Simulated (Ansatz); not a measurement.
## Grüneisen parameters and expansion of NaH (Fm-3m)

Which modes of NaH drive its thermal expansion?

Calculated with Ansatz 0.2.0; DFT PBEsol, scalar-relativistic, plane waves, PAW.

## (1) Set-up

It takes space group Fm-3m (No. 225, cubic). Conventional cell: a = 4.880 Å, b = 4.880 Å, c = 4.880 Å, α = 90.00°, β = 90.00°, γ = 90.00°. Nearest to Na lie 6 H at 2.44 Å. Nearest to H lie 6 Na at 2.44 Å. Farther neighbours are not listed.

## (2) A first coarse run

A cheap single point shows whether the cell is a metal or an insulator and how far it is from rest; that sets the k-mesh and the occupations of what follows.

input.yaml

```yaml
crystal:
  lattice:
    - [0.0, 2.44, 2.44]
    - [2.44, 0.0, 2.44]
    - [2.44, 2.44, 0.0]
  atoms:
    - { symbol: Na, position: [0.0, 0.0, 0.0] }
    - { symbol: H, position: [0.5, 0.5, 0.5] }
kpoints:
  mp_grid: { grid: [6, 6, 6] }
hamiltonian:
  xc: pbesol
scf:
  occupations: { method: gaussian, width: 0.1 }
output:
  forces: true
  stress: true
  eigenvalues: true
```

Started as:

```bash
> ansatz run input.yaml --threads 2 --pin off --max-ram 5120MiB --backend cpu --events-out ev --progress --plain --runs-dir out
```

Numbers of over 12 decimals in the logs are rounded to 6 here.

The program printed:

```text
Engine: ansatz 0.2.0, aarch64-unknown-linux-gnu
Pseudopotentials: kind: paw
Pseudopotential: Na, paw, valence charge 9, recommended cutoff 420 eV (normal), Na.paw.azcp
Pseudopotential: H, paw, valence charge 1, recommended cutoff 420 eV (normal), H.paw.azcp
Functional definition: PBEsol
  exchange = pbesol_x
  correlation = pbesol_c
Crystal: 2 atoms, lattice volume = 29.054 Å³
Basis set: ecut = 420 eV, 537 PW (Γ), exchange–correlation on 48×48×48 points (8 copies of the dense FFT grid, shifted against one another)
Bands: 9, of which v1, the nominal top of the filled ones, is band 5 counted from 1 (4 counted from 0)
Symmetry: 48 space group operations
Space group: Fm-3m (ITA 225), of the structure as read, at distance tolerance 3.1e-5 Å
k-points: 16 of 216
Non-local potential: Na, projectors of the file, l = 0: 3, l = 1: 2, l = 2: 1
Non-local potential: H, projectors of the file, l = 0: 2, l = 1: 1
PAW form: soft (Blöchl's): semilocal exchange-correlation on the pseudo side does not see the compensation charge
PAW frozen core: Na, regenerated for the run's functional, and the local potential with it (the file was generated under x = pbe(κ = 0.804, μ = 0.219515), c = pbe(β = 0.066725))
PAW one-centre angular grid: Na, 110 points (default); XC on 64 Gauss nodes
PAW one-centre angular grid: H, 110 points (default); XC on 64 Gauss nodes
Initial density: superposition of atomic densities (neutral atoms: chi_scale 0, normalization atom), corrected by the library's trained network
Initial wavefunctions: pseudopotential atomic-orbital guess
Functional: x = pbesol(κ = 0.804, μ = 0.123457), c = pbesol(β = 0.046)
SCF iter   1: F=—  HF=-1491.908816 eV  |F-HF|=—  |Δ(HF+E_count)|=         —  Δρ=6.36e-3  dr2=1.02e-2  ethr=1.77e-3  ⟨swp⟩=5.0  Hψ=909  notcnv=0
preconditioner: auto → none  [insulator: Δε(μ)=3.469 eV  Ē_g=10.743 eV  σ=0.100 eV  W_gap=1.00  n_scr=8 (ndim 8)  ℏωp=9.7 eV  f_vac=0.000  D(μ)=0.00/eV (n_scr^D=0)  ε∞_Penn≈1.8]
SCF iter   2: F=—  HF=-1491.904907 eV  |F-HF|=—  |Δ(HF+E_count)|=   3.91e-3  Δρ=1.79e-3  dr2=8.42e-4  ethr=1.02e-4  ⟨swp⟩=1.0  Hψ=272  notcnv=0
SCF iter   3: F=—  HF=-1491.904638 eV  |F-HF|=—  |Δ(HF+E_count)|=   2.69e-4  Δρ=7.65e-5  dr2=1.06e-6  ethr=8.42e-6  ⟨swp⟩=1.9  Hψ=158  notcnv=0
SCF iter   4: F=—  HF=-1491.904634 eV  |F-HF|=—  |Δ(HF+E_count)|=   3.58e-6  Δρ=2.18e-5  dr2=7.31e-8  ethr=1.06e-8  ⟨swp⟩=2.0  Hψ=164  notcnv=0
iter 5 did not close the SCF: its close was put off for the readings that it lacked (scf_convergence_deferred on its scf_iter line)
SCF iter   5: F=-1491.904634 eV  HF=-1491.904634 eV  |F-HF|=8.72e-10  |Δ(HF+E_count)|=   2.76e-7  Δρ=4.15e-6  dr2=3.70e-9  ethr=7.31e-10  ⟨swp⟩=3.0  Hψ=224  notcnv=0
SCF iter   6: F=-1491.904634 eV  HF=-1491.904634 eV  |F-HF|=1.80e-11  |Δ(HF+E_count)|=  1.59e-11  Δρ=4.25e-7  dr2=1.32e-11  ethr=3.70e-11  ⟨swp⟩=1.3  Hψ=433  notcnv=0
SCF 1 converged in 6 iterations: F = -1491.904634 eV  dr2 = 1.32e-11
  greatest PAW one-centre occupation: 0.999 electrons in one spin orbital (limit 2), on the Na atom at site 0 (counted from 0), in its partial waves of l = 0
SCF converged after 6 iterations
Free energy (F): -1491.904634 eV
Harris-Foulkes:  -1491.904634 eV  (|F-HF|=1.80e-11)
Internal energy: -1491.904634 eV  (E = F + TS)
E sigma→0 (E₀):  -1491.904634 eV
Fermi energy:    2.437936 eV
--- Per-component energies (eV) ---
  E_band       = -227.850578
  E_kinetic    = 133.529190
  E_local      = -1338.196064  (includes V_loc(G=0)·N_el)
  E_nonlocal   = 117.198069
  E_hartree    = 479.959249
  E_xc         = -47.033685
  E_vxc        = -60.903954  (∫ρ·V_xc dr)
  E_paw        = -253.795696  (= ΣΔE_a)
  E_vpaw       = -39.395188  (= ΣTr[D̂ρ^β])
  E_aug_tail   = -0.001164  (compensation charges beyond the density's cutoff)
  E_ewald      = -583.619228
  E_core_change = 0.054694  (= ΣΔE_core)
  E_smearing   = -0.000000  (= −TS)
  E_closure    = 0.000000  (closes the sum)
  Σ components = -1491.904634   (vs F -1491.904634, Δ=0.00e0)
--- Forces (eV/Å), atoms counted from 1 ---
  atom   1  Na    -0.00000000     0.00000000     0.00000000
  atom   2  H      0.00000000    -0.00000000     0.00000000
  max |Σ_I F_I| component: 1.26e-30 eV/Å
--- Stress (GPa, compression-positive) ---
       -1.185671       0.000000       0.000000
        0.000000      -1.185671       0.000000
        0.000000      -0.000000      -1.185671
  P = ⅓ Tr σ = -1.1857 GPa (-11.857 kbar)
--- Band table (eV; the first three rows and the last of 16) ---
  k-point 0: bands = ["-49.3119", "-21.3595", "-21.3595", "-21.3595", "-2.9311", "10.8628", "15.8587", "15.8587", "15.8587"]
  k-point 1: bands = ["-49.3104", "-21.3815", "-21.3622", "-21.3622", "-2.4663", "9.3151", "12.6536", "14.7950", "14.7950"]
  k-point 2: bands = ["-49.3074", "-21.4250", "-21.3674", "-21.3674", "-1.2178", "6.0487", "11.4240", "13.9908", "13.9908"]
  k-point 15: bands = ["-49.3039", "-21.4253", "-21.4012", "-21.3905", "0.6525", "5.6621", "7.5108", "9.0996", "15.2261"]
```

Wall time 0.35 s (2 threads of Arm Neoverse V1, shared host); peak memory 0.24 GiB; 0.55 s of CPU time.

Reading the cycles: dr2 is the Hartree energy of the density residual (eV), the measure of convergence; HF is the Harris–Foulkes estimate of the energy, which meets the free energy F at convergence.

A gap read on the k-mesh alone can miss the band edges.

This step gave:

```
pressure          : -1.186 GPa
gap on the k-mesh : 3.568 eV
volume per atom   : 14.53 Å³
```

The start is under -1.2 GPa at this level and looks like an insulator or semiconductor on this mesh.

## (3) Finding the static equilibrium

The vibrations must be taken about the equilibrium of this functional, not about the starting cell, so the structure is relaxed.

input.yaml, the sections that differ from step 2:

```yaml
kpoints:
  mp_grid: { grid: [8, 8, 8] }
scf:
  occupations: { method: gaussian, width: 0.02 }
output:
  forces: true
  stress: true
  eigenvalues: true
  write_density: true
  write_potential: true
  elf: true
  volumetric_format: npy
relax:
  adjacent_minimum: "off"
  f_tol: 0.005
  max_steps: 80
  cell: { stress_tol: 0.05 }
# crystal, hamiltonian: as in step 2
```

The program printed:

```text
[...]
Crystal: 2 atoms, lattice volume = 29.054 Å³
Basis set: ecut = 420 eV, 537 PW (Γ), exchange–correlation on 48×48×48 points (8 copies of the dense FFT grid, shifted against one another)
Bands: 9, of which v1, the nominal top of the filled ones, is band 5 counted from 1 (4 counted from 0)
Symmetry: 48 space group operations
[...]
k-points: 29 of 512
[...]
SCF iter   1: F=—  HF=-1491.908769 eV  |F-HF|=—  |Δ(HF+E_count)|=         —  Δρ=6.35e-3  dr2=1.02e-2  ethr=1.77e-3  ⟨swp⟩=5.9  Hψ=1743  notcnv=0
[...]
SCF iter   6: F=-1491.904580 eV  HF=-1491.904580 eV  |F-HF|=3.05e-11  |Δ(HF+E_count)|=  9.55e-10  Δρ=4.61e-7  dr2=1.69e-11  ethr=3.01e-11  ⟨swp⟩=4.0  Hψ=1124  notcnv=0
SCF 1 converged in 6 iterations: F = -1491.904580 eV  dr2 = 1.69e-11
[...]
relax step   1: F+E_penalty+E_count = -1491.90458029 eV  Δ(F+E_penalty+E_count) = +0.000e0 eV  max|allowed force component| = 5.444e-31 eV/Å  Δτ_max = 0.0000 Å  P = -1.186 GPa  Ω = 29.054 Å³  (6 SCF iters, accepted)
Crystal: 2 atoms, lattice volume = 27.773 Å³
[...]
iter 1 solved again at ethr=1.92e-5 eV; its pass at ethr=3.10e-3 eV (dr2=1.92e-3 eV) is discarded
[...]
SCF iter   4: F=-1491.910799 eV  HF=-1491.910799 eV  |F-HF|=1.18e-7  |Δ(HF+E_count)|=   1.07e-6  Δρ=2.94e-5  dr2=1.16e-7  ethr=2.00e-9  ⟨swp⟩=9.5  Hψ=1786  notcnv=0
SCF 2 converged in 4 iterations: F = -1491.910799 eV  dr2 = 1.16e-7
relax step   2: F+E_penalty+E_count = -1491.91079926 eV  Δ(F+E_penalty+E_count) = -6.219e-3 eV  max|allowed force component| = 3.081e-31 eV/Å  Δτ_max = 0.0000 Å  P = -0.218 GPa  Ω = 27.773 Å³  energy of the carried Pulay correction = +4.689e-4 eV  (4 SCF iters, dr2 threshold 2.00e-7 eV, accepted)
Crystal: 2 atoms, lattice volume = 27.499 Å³
[...]
SCF iter   4: F=-1491.911075 eV  HF=-1491.911075 eV  |F-HF|=1.02e-8  |Δ(HF+E_count)|=   7.25e-8  Δρ=9.60e-6  dr2=1.18e-8  ethr=1.19e-9  ⟨swp⟩=7.3  Hψ=1213  notcnv=0
SCF 3 converged in 4 iterations: F = -1491.911075 eV  dr2 = 1.18e-8
relax step   3: F+E_penalty+E_count = -1491.91107536 eV  Δ(F+E_penalty+E_count) = -2.761e-4 eV  max|allowed force component| = 1.676e-30 eV/Å  Δτ_max = 0.0000 Å  P = +0.017 GPa  Ω = 27.499 Å³  energy of the carried Pulay correction = +5.718e-4 eV  (4 SCF iters, dr2 threshold 1.19e-7 eV, accepted)
[...]
SCF iter   4: F=-1491.910587 eV  HF=-1491.910587 eV  |F-HF|=4.14e-11  |Δ(HF+E_count)|=   7.40e-9  Δρ=3.30e-7  dr2=8.86e-12  ethr=1.00e-12  ⟨swp⟩=3.9  Hψ=1103  notcnv=0
SCF 4 converged in 4 iterations: F = -1491.910587 eV  dr2 = 8.86e-12
relax step   4: F+E_penalty+E_count = -1491.91058748 eV  Δ(F+E_penalty+E_count) = +4.879e-4 eV  max|allowed force component| = 1.685e-30 eV/Å  Δτ_max = 0.0000 Å  P = +0.005 GPa  Ω = 27.499 Å³  stress off target by 5.40e-3 GPa  SCF on the basis re-selected at this cell (its energy is not comparable with the rows above)  (4 SCF iters)
basis re-selected at this cell: Δ(F+E_penalty+E_count) = +4.879e-4 eV, ΔP = -0.011 GPa vs the last step (what re-selecting the basis moved, of the pressure what is left beyond the Pulay correction that the steps carried, after the strain that the cell walked since its last selection, with what the two solves' SCF thresholds leave and, on support functions, any second-order correction that the steps lacked; it is no m [...]
SCF converged after 4 iterations
Free energy (F): -1491.910587 eV
[...]
Internal energy: -1491.910587 eV  (E = F + TS)
E sigma→0 (E₀):  -1491.910587 eV
Fermi energy:    2.781183 eV
[...]
--- Stress (GPa, compression-positive) ---
        0.005400       0.000000       0.000000
        0.000000       0.005400       0.000000
        0.000000       0.000000       0.005400
  P = ⅓ Tr σ = 0.0054 GPa (0.054 kbar)
--- Band table (eV; the first three rows and the last of 29) ---
[...]
--- Relaxed structure (3 steps of the walk, 3 accepted, 1 SCFs on fresh bases) ---
  F+E_penalty+E_count = -1491.91058748 eV   max|allowed force component| = 1.685e-30 eV/Å   (the final SCF, on the basis selected at the relaxed cell)
  cell:  # Å, volume = 27.4993 Å³
    - [0, 2.395689, 2.395689]
    - [2.395689, 0, 2.395689]
    - [2.395689, 2.395689, 0]
  atoms:
    - { symbol: Na, position: [0, 0, 0] }
    - { symbol: H, position: [0.500000, 0.500000, 0.500000] }
```

Run time: 1.6 s. Hardware: 2 threads; peak memory 0.27 GiB.

Relaxation path:

| step | energy less that of the first step (eV) | largest force component (eV/Å) | pressure (GPa) | volume (Å³) |
| --- | --- | --- | --- | --- |
| 1 | 0.0000 | 0.0000 | -1.19 | 29.05 |
| 2 | -0.0062 | 0.0000 | -0.22 | 27.77 |
| 3 | -0.0065 | 0.0000 | 0.02 | 27.50 |
| 4* | -0.0060 | 0.0000 | 0.01 | 27.50 |

Relaxation steps marked * repeat the geometry before them on a plane-wave basis chosen anew for their cell, so energy and pressure can jump there.

The run keeps the 48 symmetry operations that it works with, so distortions that break them were not tested.

| conventional cell, symmetrised | before | after | change |
| --- | --- | --- | --- |
| a (Å) | 4.880 | 4.791 | -1.8 % |
| b (Å) | 4.880 | 4.791 | -1.8 % |
| c (Å) | 4.880 | 4.791 | -1.8 % |
| volume (Å³/atom) | 14.53 | 13.75 | -5.3 % |

The relaxed structure:

```cif
data_structure
_symmetry_space_group_name_H-M 'P 1'
_symmetry_Int_Tables_number 1
_cell_length_a 3.3880
_cell_length_b 3.3880
_cell_length_c 3.3880
_cell_angle_alpha 60.000
_cell_angle_beta 60.000
_cell_angle_gamma 60.000
_cell_volume 27.50
loop_
_atom_site_label
_atom_site_type_symbol
_atom_site_fract_x
_atom_site_fract_y
_atom_site_fract_z
_atom_site_occupancy
Na1 Na 0.00000 0.00000 0.00000 1
H2 H 0.50000 0.50000 0.50000 1
```

This step gave:

```
pressure          : 0.005400 GPa
gap on the k-mesh : 3.607 eV
volume per atom   : 13.75 Å³
```

Valence density in the ac plane of the conventional cell at fractional y = 0.000, with atoms of Na and H within 0.2 Å of it. It is the smooth field of the valence electrons, not physical close to the nuclei.

Values in e/Å³, 14 rows by 14 columns, each cell a mean:
```
13  5  0  0  0  0  1  1  0  0  0  0  2 10
 3  1  0  0  0  0  0  0  0  0  0  0  0  2
 0  0  0  0  0  0  0  0  0  0  0  0  0  0
 0  0  0  0  0  0  0  0  0  0  0  0  0  0
 0  0  0  0  0  0  0  1  0  0  0  0  0  0
 1  0  0  0  0  1  5  7  2  0  0  0  0  0
 1  1  0  0  0  3 13 18  7  1  0  0  0  1
 1  0  0  0  0  2 10 13  5  0  0  0  0  1
 0  0  0  0  0  0  2  3  1  0  0  0  0  0
 0  0  0  0  0  0  0  0  0  0  0  0  0  0
 0  0  0  0  0  0  0  0  0  0  0  0  0  0
 1  0  0  0  0  0  0  0  0  0  0  0  0  0
 7  2  0  0  0  0  0  1  0  0  0  0  1  5
18  7  1  0  0  0  1  1  1  0  0  0  3 13
```
Columns run along a (4.8 Å), rows up along c (4.8 Å), edges of the conventional cell, whose origin can differ from the input's. Atoms in or near the plane, at fractional coordinates: Na at (0.00, 0.00), Na at (0.50, 0.50), H at (0.50, 0.00), H at (0.00, 0.50).

ELF in the ac plane of the conventional cell at fractional y = 0.000, with atoms of Na and H within 0.2 Å of it. It is the smooth field of the valence electrons, not physical close to the nuclei.

Values, 14 rows by 14 columns, each cell a mean:
```
0.43 0.57 0.28 0.09 0.67 0.99 1.00 1.00 1.00 0.91 0.29 0.12 0.49 0.49
0.53 0.41 0.11 0.09 0.59 0.95 0.99 0.99 0.98 0.83 0.26 0.05 0.27 0.49
0.14 0.07 0.03 0.07 0.32 0.59 0.67 0.68 0.65 0.46 0.14 0.03 0.05 0.12
0.29 0.29 0.22 0.10 0.07 0.09 0.09 0.10 0.09 0.07 0.06 0.14 0.26 0.29
0.91 0.88 0.68 0.22 0.03 0.11 0.28 0.33 0.21 0.05 0.07 0.46 0.83 0.91
1.00 1.00 0.88 0.29 0.07 0.41 0.57 0.54 0.52 0.21 0.09 0.65 0.98 1.00
1.00 1.00 0.91 0.29 0.14 0.53 0.43 0.31 0.54 0.33 0.10 0.68 0.99 1.00
1.00 1.00 0.91 0.29 0.12 0.49 0.49 0.43 0.57 0.28 0.09 0.67 0.99 1.00
0.99 0.98 0.83 0.26 0.05 0.27 0.49 0.53 0.41 0.11 0.09 0.59 0.95 0.99
0.68 0.65 0.46 0.14 0.03 0.05 0.12 0.14 0.07 0.03 0.07 0.32 0.59 0.67
0.10 0.09 0.07 0.06 0.14 0.26 0.29 0.29 0.29 0.22 0.10 0.07 0.09 0.09
0.33 0.21 0.05 0.07 0.46 0.83 0.91 0.91 0.88 0.68 0.22 0.03 0.11 0.28
0.54 0.52 0.21 0.09 0.65 0.98 1.00 1.00 1.00 0.88 0.29 0.07 0.41 0.57
0.31 0.54 0.33 0.10 0.68 0.99 1.00 1.00 1.00 0.91 0.29 0.14 0.53 0.43
```
Columns run along a (4.8 Å), rows up along c (4.8 Å), edges of the conventional cell, whose origin can differ from the input's. Atoms in or near the plane, at fractional coordinates: Na at (0.00, 0.00), Na at (0.50, 0.50), H at (0.50, 0.00), H at (0.00, 0.50).

Electrostatic potential energy in the ac plane of the conventional cell at fractional y = 0.000, with atoms of Na and H within 0.2 Å of it. With pseudopotentials it is smooth inside the atoms' cores, unlike the true potential.

Ten even steps from '0' (-61 eV) to '9' (5 eV), each cell a mean:
```
03899975899961
57999999999986
99999999999999
99999999999999
99999988899999
89999732589998
28999500289995
58999610389997
99999865799999
99999999999999
99999999999999
88999999999998
25899988999973
02899952899950
```
Columns run along a (4.8 Å; values clipped at the 3rd and 97th percentile), rows up along c (4.8 Å), edges of the conventional cell, whose origin can differ from the input's. Atoms in or near the plane, at fractional coordinates: Na at (0.00, 0.00), Na at (0.50, 0.50), H at (0.50, 0.00), H at (0.00, 0.50).

The relaxation ends with a pressure of 0.01 GPa.

## (4) Tight relaxation

The relaxation is repeated with tighter thresholds on force and stress, since phonons are sensitive to what is left; a change of mesh or smearing in the input moves the cell too.

input.yaml

```yaml
crystal:
  lattice:
    - [0.0, 2.3956887567, 2.3956887567]
    - [2.3956887567, 0.0, 2.3956887567]
    - [2.3956887567, 2.3956887567, 0.0]
  atoms:
    - { symbol: Na, position: [0.0, 0.0, 0.0] }
    - { symbol: H, position: [0.5, 0.5, 0.5] }
kpoints:
  mp_grid: { grid: [8, 8, 8] }
hamiltonian:
  xc: pbesol
scf:
  occupations: { method: fixed }
output:
  forces: true
  stress: true
  eigenvalues: true
relax:
  adjacent_minimum: "off"
  f_tol: 0.001
  max_steps: 60
  cell: { stress_tol: 0.01 }
```

The program printed:

```text
[...]
Crystal: 2 atoms, lattice volume = 27.499 Å³
Basis set: ecut = 420 eV, 537 PW (Γ), exchange–correlation on 48×48×48 points (8 copies of the dense FFT grid, shifted against one another)
Bands: 9, of which v1, the nominal top of the filled ones, is band 5 counted from 1 (4 counted from 0)
Symmetry: 48 space group operations
[...]
k-points: 29 of 512
[...]
P = ⅓ Tr σ = 0.0054 GPa (0.054 kbar)
--- Band table (eV; the first three rows and the last of 29) ---
[...]
--- Relaxed structure (1 steps of the walk, 1 accepted, 1 SCFs on fresh bases) ---
[...]
cell:  # Å, volume = 27.4993 Å³
    - [0.0, 2.3956887567, 2.3956887567]
    - [2.3956887567, 0.0, 2.3956887567]
    - [2.3956887567, 2.3956887567, 0.0]
  atoms:
    - { symbol: Na, position: [0.0, 0.0, 0.0] }
    - { symbol: H, position: [0.5, 0.5, 0.5] }
[key lines of the parts left out:]
SCF converged after 4 iterations
Free energy (F): -1491.910587 eV
Fermi energy:    0.977834 eV
```

It took 0.86 s on 2 threads; peak memory 0.26 GiB.

Little changed from the start: no atom moved by 0.005 Å and no cell edge by 0.1 %.

This step gave:

- pressure: 0.005401 GPa

The residual pressure is 0.0054 GPa, small enough for phonons.

[end of part 1 of 4]

[Logs are printed without paths, hosts, clocks, repeated set-up lines and the standing remarks that a program may print on its own settings, such as how far it seeks lower states.]

[Hosts, paths, dates, database ids (printed as entryN), source tags and the programs' standing remarks are cut or masked in the printed files.]

[A step with changed settings may run another functional than the one named; its input shows which.]

[Of the runs on displaced cells, only some may be shown.]
